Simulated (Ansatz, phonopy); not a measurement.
# BaO (Fm-3m): a volume series of phonon spectra, part 4 of 4

Wanted: mode Grüneisen parameters of BaO and a free-energy fit over volumes.

Ansatz 0.2.0; DFT LDA, scalar-relativistic, plane waves, PAW; PAW set soft_1.

So far. Step 13 (Lattice dynamics at this volume, V/V0 0.97): No mode is imaginary beyond numerical noise at the solved wavevectors. The highest zone-centre mode (no LO–TO term) moved by +21.3 % for a volume change of -3.0 %. Step 14 (A cell at another volume, V/V0 1.05): The run ends at a pressure of -3.74 GPa.

The database entry behind the starting cell differs from later determinations by our own check (about 0.7 % short), so it need not match the best structure at ambient conditions.

**15. Phonons, V/V0 1.05**

Phonons at this volume give one point of F(V, T); meshes stay fixed along the series.

input.yaml

```yaml
crystal:
  lattice:
    - [0.0, 2.761641881, 2.761641881]
    - [2.761641881, 0.0, 2.761641881]
    - [2.761641881, 2.761641881, 0.0]
  atoms:
    - { symbol: Ba, position: [0.0, 0.0, 0.0] }
    - { symbol: O, position: [0.5, 0.5, 0.5] }
kpoints:
  mp_grid: { grid: [8, 8, 8] }
hamiltonian:
  xc: lda
  pseudopotentials: { kind: paw, azcp: { folder: soft_1 }, xc_functional: pbe }
scf:
  occupations: { method: fixed }
  lower_state_search: "off"
output:
  eigenvalues: true
phonons:
  method: dfpt
  dielectric: true
  rigid_motions: translations
  qmesh: [4, 4, 4]
  temperatures: { t_max: 1000, t_step: 50 }
  qpath:
    path:
      - [[0.0, 0.0, 0.0], [0.5, 0.0, 0.5], [0.625, 0.25, 0.625]]
      - [[0.375, 0.375, 0.75], [0.0, 0.0, 0.0], [0.5, 0.5, 0.5], [0.5, 0.25, 0.75], [0.5, 0.0, 0.5]]
    npoints: 10
```

Run with:

```
$ ansatz run input.yaml --threads 8 --pin off --max-ram 16384MiB --backend cpu --events-out ev --progress --plain --runs-dir out
```

Numbers of over 12 decimals in the logs are rounded to 6 here.

Log:

```text
[...]
Crystal: 2 atoms, lattice volume = 42.124 Å³
Basis set: ecut = 420 eV, 869 PW (Γ), exchange–correlation on 54×54×54 points (8 copies of the dense FFT grid, shifted against one another)
Bands: 12, of which v1, the nominal top of the filled ones, is band 8 counted from 1 (7 counted from 0)
Symmetry: 48 space group operations
k-points: 59 of 512 (irreducible under 8 space group operations, time reversal used)
[...]
optical modes at Γ + LO–TO along q̂ = [0.0000, 1.0000, 0.0000]:
      ω (cm⁻¹)  modes    IR ((D/Å)²/amu)
         42.40      2            24.2799
        383.13      1            12.1399
  optical modes at Γ + LO–TO along q̂ = [0.0000, 0.0000, 1.0000]:
      ω (cm⁻¹)  modes    IR ((D/Å)²/amu)
         42.40      2            24.2799
        383.13      1            12.1399
--- Phonons (arbitrary-q DFPT): 8 irreducible q on the 4×4×4 mesh ---
[...]
interpolated dispersion: 63 rows × 6 modes
[...]
[key lines of the parts left out:]
SCF converged after 11 iterations
Free energy (F): -6337.702916 eV
Fermi energy:    8.316203 eV
```

Elapsed: 37 s, on 8 threads of Arm Neoverse V1, shared host; peak memory 0.93 GiB; 4.4 min of CPU time.

No mode is imaginary beyond numerical noise at the solved wavevectors. The highest zone-centre mode (no LO–TO term) moved by -49.1 % for a volume change of +5.0 %.

**16. Mode Grüneisen parameters**

This step: DFT LDA, scalar-relativistic, plane waves, PAW; PAW set soft_1 (phonopy 4.10.0).

This step gave:

| Item | Value |
| --- | --- |
| share of modes with a negative Grüneisen parameter | 0.049 |

Mean Grüneisen, by row:

| T (K) | heat-capacity-weighted mean | root mean square |
| --- | --- | --- |
| 50 | 1.65 | 2.091 |
| 100 | 1.706 | 2.094 |
| 200 | 1.692 | 2.052 |
| 300 | 1.683 | 2.036 |
| 500 | 1.676 | 2.025 |
| 800 | 1.674 | 2.022 |

The mean mode Grueneisen parameter by wavenumber:

| wavenumber (cm⁻¹) | mean mode Grueneisen parameter |
| --- | --- |
| 7 | - |
| 20 | 2.27 |
| 47 | 2.16 |
| 61 | 1.98 |
| 88 | 0.945 |
| 101 | 1.39 |
| 114 | 2.03 |
| 141 | 2.19 |
| 155 | 1.79 |
| 168 | 1.73 |
| 195 | 2.2 |
| 209 | 2.08 |
| 236 | 1.23 |
| 249 | 0.743 |
| 263 | 1.15 |
| 290 | 1.07 |
| 303 | 1.09 |
| 316 | 1.06 |
| 343 | 1.07 |
| 357 | 1.06 |
| 384 | 1.09 |
| 397 | 1.09 |

Volume series, by row:

```
 V/V0  V (Å³/atom)  pressure (GPa)  E - E0 (meV/atom)  gap (eV)  zero-point energy (meV/atom)  lowest on the path (cm⁻¹)  highest at Gamma without the LO-TO term (cm⁻¹)
 0.97        19.46           2.787              5.036     1.554                         30.66                          0                                             101
0.985        19.76           1.333              1.195     1.622                         29.98                          0                                           92.47
    1        20.06          -0.004                  0     1.687                         29.28                          0                                           83.23
1.015        20.36          -1.234              1.167     1.747                         28.57                          0                                           73.14
 1.03        20.66          -2.367              4.576     1.804                         27.84                          0                                           61.71
 1.05        21.06          -3.735               12.2     1.876                         26.83                          0                                            42.4
```

Optical frequency at Gamma without the LO-TO term, mode 4 against V/V0:

```csv
V/V0,"optical frequency at Gamma without the LO-TO term, mode 4 (cm⁻¹)"
0.9700,101
0.9850,92.5
1.0000,83.2
1.0150,73.1
1.0300,61.7
1.0500,42.4
```

Grüneisen at points, by row:

```csv
point,branch,frequency (cm⁻¹),mode Grüneisen parameter
Γ,4,83.2,7.7
Γ,6,404.3,1.09
X,1,72.1,-4.98
X,3,116,5.23
X,5,130.4,4.69
X,6,154.7,-3.52
U,1,77.7,0.71
U,2,116.3,1.02
U,3,124.2,2.63
U,4,165.2,-0.32
U,5,166.2,2.5
U,6,258.2,1.36
K,1,77.7,0.71
K,2,116.3,1.02
K,3,124.2,2.63
K,4,165.2,-0.32
K,5,166.2,2.5
K,6,258.2,1.36
L,1,61.4,2.67
L,3,162.3,0.89
L,4,220.6,2.25
L,6,388.8,1.14
W,1,98.1,1.38
W,2,115.3,1.26
W,4,153.5,0.93
W,6,263.1,1.54
```

**17. Free-energy fit**

Numbers from this step:

* volume expansion coefficient at 300 K: 51.24 1e-6/K
* isothermal bulk modulus at 300 K: 71.14 GPa
* C_P at 300 K: 24.27 J/mol-atom/K
* Grüneisen parameter at 300 K: 1.896

The energy (each curve on its own zero) by volume; values in meV/atom:

| volume (Å³/atom) | static | F at 0 K | F at 300 K | F at 1300 K |
| --- | --- | --- | --- | --- |
| 19.457 | 5.04 | 6.84 | 10.3 | 26.6 |
| 19.758 | 1.2 | 2.32 | 4.66 | 15.6 |
| 20.059 | 0 | 0.42 | 1.51 | 6.34 |
| 20.360 | 1.17 | 0.88 | 0.53 | -1.37 |
| 20.661 | 4.58 | 3.55 | 1.57 | -7.82 |
| 21.062 | 12.2 | 10.2 | 5.62 | -15.2 |

Phonopy-qha, vinet fit of F(V) at each temperature; no electronic free energy. Qha vinet, by row:

```csv
T (K),fitted volume (Å³/atom),alpha_V (1e-6/K),B_T (GPa),C_P (J/mol-atom/K),Grueneisen
100,20.18,30.76,80.53,16.92,1.787
150,20.21,38.63,78.4,20.58,1.813
200,20.25,43.6,76.11,22.45,1.834
250,20.3,47.55,73.68,23.54,1.862
300,20.35,51.24,71.14,24.27,1.896
350,20.4,55,68.47,24.82,1.935
400,20.46,59.07,65.67,25.29,1.979
450,20.53,63.63,62.73,25.74,2.029
500,20.59,68.86,59.65,26.2,2.085
550,20.67,75,56.41,26.7,2.147
600,20.75,82.33,53,27.29,2.217
650,20.84,91.26,49.4,28.01,2.295
```

Volume expansion coefficient, phonopy-qha, Vinet against temperature:

| temperature (K) | volume expansion coefficient, phonopy-qha, Vinet (1e-6/K) |
| --- | --- |
| 75 | 24.4 |
| 100 | 30.8 |
| 125 | 35.3 |
| 150 | 38.6 |
| 175 | 41.3 |
| 200 | 43.6 |
| 225 | 45.6 |
| 250 | 47.5 |
| 275 | 49.4 |
| 300 | 51.2 |
| 325 | 53.1 |
| 350 | 55 |
| 375 | 57.0 |
| 400 | 59.1 |
| 425 | 61.3 |
| 450 | 63.6 |
| 475 | 66.2 |
| 500 | 68.9 |
| 525 | 71.8 |
| 550 | 75 |
| 575 | 78.5 |
| 600 | 82.3 |
| 625 | 86.6 |
| 650 | 91.3 |

The fit gives a volume expansion of 51.2 × 10⁻⁶/K at 300 K.

**18. Summary of results**

```yaml
volume_expansion_coefficient_at_300_k: 51.24 1e-6/K
isothermal_bulk_modulus_at_300_k: 71.14 GPa
c_p_at_300_k: 24.27 J/mol-atom/K
grueneisen_parameter_at_300_k: 1.896
mean_mode_grueneisen_parameter_at_300_k: 1.68
```

**Reading.** Near room temperature BaO expands by 51.2 × 10⁻⁶/K in volume by LDA, with C_P = 24.3 J/(mol K) per mole of atoms and B_T = 71.1 GPa. Between 300 and 650 K the bulk modulus falls by 31 % and the Grüneisen parameter grows; in this range the quasi-harmonic approximation, which lacks anharmonicity at fixed volume, tends to overshoot. The table stops at 650 K because beyond it the fitted volume comes within 1 % of the largest computed cell, where the fit loses its support. C_P at room temperature is 97 % of the classical 3R an atom. The heat-capacity-weighted Grüneisen parameter goes from 1.65 at 50 K to 1.67 at 800 K; 5 % of the modes stiffen on expansion. Weighting γ by the density of states and each mode's heat capacity at 300 K, modes below 130 cm⁻¹ give about 40 % of the sum of γC that drives the expansion, those up to 270 cm⁻¹ 53 % and the rest 8 %. Among the labelled points γ is largest for branch 4 at Γ (83.2 cm⁻¹, 7.7) and most negative for branch 1 at X (72.1 cm⁻¹, -5.0). The PAW files were made for PBE and are used here under another functional, for which the program regenerates the frozen cores.

[Logs are printed without paths, hosts, clocks, repeated set-up lines and the standing remarks that a program may print on its own settings, such as how far it seeks lower states.]

[Hosts, paths, dates, database ids (printed as entryN), source tags and the programs' standing remarks are cut or masked in the printed files.]

[A step with changed settings may run another functional than the one named; its input shows which.]

[Of the runs on displaced cells, only some may be shown.]
